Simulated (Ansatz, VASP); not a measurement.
**One calculation of N, two programs**

```xyz
4
Lattice="4.1437 0.0000 0.0000 0.0000 4.1437 0.0000 0.0000 0.0000 5.3549" Properties=species:S:1:pos:R:3 pbc="T T T"
N     3.7611    3.7611    0.0000
N     2.4544    1.6893    2.6775
N     0.3826    0.3826    0.0000
N     1.6893    2.4544    2.6775
```

Alike in both runs: task relaxation of shape and atoms at fixed volume; functional r2SCAN; k mesh 6 × 6 × 4; occupations gaussian, width 0.02 eV; no spin polarisation.

```csv
,VASP,Ansatz
version,VASP 6.6.1,Ansatz 0.2.0
potentials or method,"VASP PAW PBE potentials, release 64 (N)","scalar-relativistic, plane waves, PAW"
plane-wave cutoff (eV),600,500
valence electrons in the cell,20,20
```

```tsv
	VASP	Ansatz	Ansatz less VASP
gap on the k mesh at the Fermi level, each at its own relaxed structure (eV)	7.63	7.82	+0.191
relaxed volume (Å³/atom)	22.99	22.99	0.000
relaxed cell length with the largest relative difference (Å)	5.351	5.352	+0.0012
energy change over the relaxation (meV/atom)	-24	-5	+19.7
```

One of these differences is far larger than is usual between the two programs; its cause wasn't traced.

Caveats: the standard files for N, O and F lose accuracy on very short bonds; the PAW data sets were made with another functional, which shifts forces and pressure a little (VASP). A k mesh can miss the band edges. r2SCAN opens gaps a little over a GGA but as a rule still falls short of measured ones.
